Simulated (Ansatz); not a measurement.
Density of states of ZnAu (Pm-3m, a = 3.187 Å, b = 3.187 Å, c = 3.187 Å, α = 90.00°, β = 90.00°, γ = 90.00°), in states per eV and primitive cell, averaged over bins of 0.3 eV. The calculation used Ansatz 0.2.0, DFT PBE, scalar-relativistic, plane waves, PAW.

Plane waves to 420 eV, a k mesh through Γ of 14×14×14 on the computed 2-atom cell and Gaussian smearing (0.10 eV); no spin polarisation.

The cell is relaxed at this level. The states (both spins) are summed by tetrahedra on a 21×21×21 mesh at the self-consistent density. Energies are bin centres; the table starts no lower than −8 eV and ends at 6 eV, or lower where the solved bands end.

It is a metal at this level.

```tsv
E − E_F (eV)	total	Au 5d	Zn 3d	Zn 4s	Au 6s
-7.90	5.81	0.67	4.37	0.28	0.48
-7.60	14.99	1.24	13.45	0.19	0.07
-7.30	10.67	0.37	10.07	0.13	0.07
-7.00	2.09	0.13	1.64	0.14	0.16
-6.70	0.86	0.21	0.28	0.18	0.18
-6.40	2.10	0.91	0.61	0.39	0.16
-6.10	1.23	0.75	0.26	0.17	0.03
-5.80	0.97	0.68	0.11	0.09	0.07
-5.50	3.36	2.61	0.32	0.12	0.24
-5.20	5.23	4.36	0.51	0.10	0.18
-4.90	3.03	2.68	0.20	0.03	0.06
-4.60	4.28	3.92	0.18	0.04	0.06
-4.30	3.97	3.60	0.16	0.07	0.08
-4.00	5.10	4.60	0.28	0.09	0.09
-3.70	3.00	2.66	0.11	0.09	0.09
-3.40	1.28	1.03	0.03	0.09	0.08
-3.10	0.78	0.55	0.02	0.09	0.08
-2.80	0.39	0.16	0.01	0.08	0.08
-2.50	0.35	0.12	0.01	0.06	0.09
-2.20	0.70	0.31	0.01	0.06	0.23
-1.90	0.68	0.24	0.01	0.08	0.23
-1.60	0.68	0.18	0.01	0.10	0.20
-1.30	0.62	0.14	0.01	0.10	0.17
-1.00	0.59	0.12	0.01	0.11	0.15
-0.70	0.56	0.10	0.01	0.11	0.13
-0.40	0.54	0.08	0.01	0.11	0.12
-0.10	0.51	0.07	0.01	0.11	0.11
0.20	0.48	0.05	0.00	0.11	0.10
0.50	0.45	0.05	0.00	0.10	0.09
0.80	0.44	0.04	0.00	0.10	0.09
1.10	0.48	0.04	0.00	0.12	0.12
1.40	0.55	0.04	0.01	0.17	0.14
1.70	0.66	0.05	0.01	0.22	0.19
2.00	0.70	0.05	0.01	0.24	0.18
2.30	0.75	0.05	0.00	0.26	0.15
2.60	0.85	0.05	0.00	0.24	0.12
2.90	0.79	0.04	0.00	0.19	0.10
3.20	0.72	0.03	0.00	0.15	0.08
3.50	0.70	0.03	0.00	0.12	0.07
3.80	0.73	0.02	0.00	0.10	0.06
4.10	0.69	0.02	0.00	0.08	0.05
4.40	0.70	0.02	0.00	0.06	0.04
4.70	0.71	0.01	0.00	0.05	0.04
5.00	0.75	0.01	0.00	0.04	0.04
5.30	0.75	0.01	0.00	0.03	0.03
```

The columns after the total are the Löwdin projections on the occupied valence shells of the potentials. The rest of the total lies in shells that are empty in the free atom, which aren't projected, and between the atoms.

Spin-orbit coupling is left out, which matters for the bands of heavy elements.